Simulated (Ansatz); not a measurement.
## Si, space group Im-3m: cell relaxations under several functionals, step by step

With Ansatz 0.2.0, Python API.

Typed at the interpreter:
```pycon
>>> from dataclasses import dataclass
>>> import warnings
>>> import ansatz as az
>>> import numpy as np
>>> @dataclass(frozen=True)
... class RunConfig:
...     occupations: str = 'Fermi-Dirac'
...     sigma: float = 0.15
...     fmax: float = 0.01
...
>>> opts = RunConfig()
>>> def edges_and_angles(cell):
...     cell = np.asarray(cell)
...     a, b, c = np.linalg.norm(cell, axis=1)
...     cosines = cell[1] @ cell[2] / (b * c), cell[0] @ cell[2] / (a * c), cell[0] @ cell[1] / (a * b)
...     return (a, b, c, *np.degrees(np.arccos(cosines)))
...
>>> warnings.simplefilter('ignore', az.DeckWarning)
>>> lattice = az.Lattice.of(
...     (-3.336083, 3.336083, 3.336083),
...     (3.336083, -3.336083, 3.336083),
...     (3.336083, 3.336083, -3.336083),
... )
>>> sites = [
...     ('Si', (0.75, 0.25, 0.5)),
...     ('Si', (0.75, 0.5, 0.25)),
...     ('Si', (0.5, 0.25, 0.75)),
...     ('Si', (0.25, 0.5, 0.75)),
...     ('Si', (0.25, 0.75, 0.5)),
...     ('Si', (0.5, 0.75, 0.25)),
... ]
>>> system = az.Crystal(lattice=lattice)
>>> for symbol, position in sites:
...     system = system.atom(symbol, position)
...
>>> len(system.resolved().sites)
6
>>> job = system.calculation()
>>> job = job.occupations(opts.occupations, width=opts.sigma).kpoints(6)
>>> job = job.relax(cell=True, force_tolerance=opts.fmax, max_steps=40)
>>> levels = [('pbe', 'none'), ('r2scan', 'rvv10'), ('pbe', 'd4'), ('pbesol', 'none')]
>>> print('level            a       b       c    alpha   beta  gamma  V/atom  steps')
level            a       b       c    alpha   beta  gamma  V/atom  steps
>>> for name, dispersion in levels:
...     seen = []
...     run = job.functional(name, dispersion=dispersion).session().plan()
...     res = run.execute(on_event=lambda e: seen.append(e) if e['event'] == 'relax_step' else None)
...     cell = res.lattice.cell_ang
...     label = name if dispersion == 'none' else f'{name}+{dispersion}'
...     print('{:13s} {:7.4f} {:7.4f} {:7.4f} {:6.2f} {:6.2f} {:6.2f}'.format(label, *edges_and_angles(cell)), f'{abs(np.linalg.det(cell)) / len(res.lattice.sites):7.3f} {len(seen):5d}')
...
pbe            5.8293  5.8293  5.8293 109.47 109.47 109.47  25.414     4
r2scan+rvv10   5.7906  5.7906  5.7906 109.47 109.47 109.47  24.911     4
pbe+d4         5.7851  5.7851  5.7851 109.47 109.47 109.47  24.840     4
pbesol         5.7938  5.7938  5.7938 109.47 109.47 109.47  24.953     4
```

From smallest to largest: PBE+D4 (24.84 Å³ an atom, +0.4 % against the start), r2SCAN+RVV10 (24.91 Å³ an atom, +0.6 % against the start), PBEsol (24.95 Å³ an atom, +0.8 % against the start) and PBE (25.41 Å³ an atom, +2.7 % against the start). The spread is 2.3 % in volume.

Forces vanish by symmetry, so the ions can't move, and the end may be a saddle. Edges and angles are those of the cell as typed, here a primitive one, not of the conventional cell. This isn't the structure that Si takes at ambient conditions. Run time: 75 s on 1 thread of Arm Neoverse V2, on a shared host, peak memory 1 GiB.
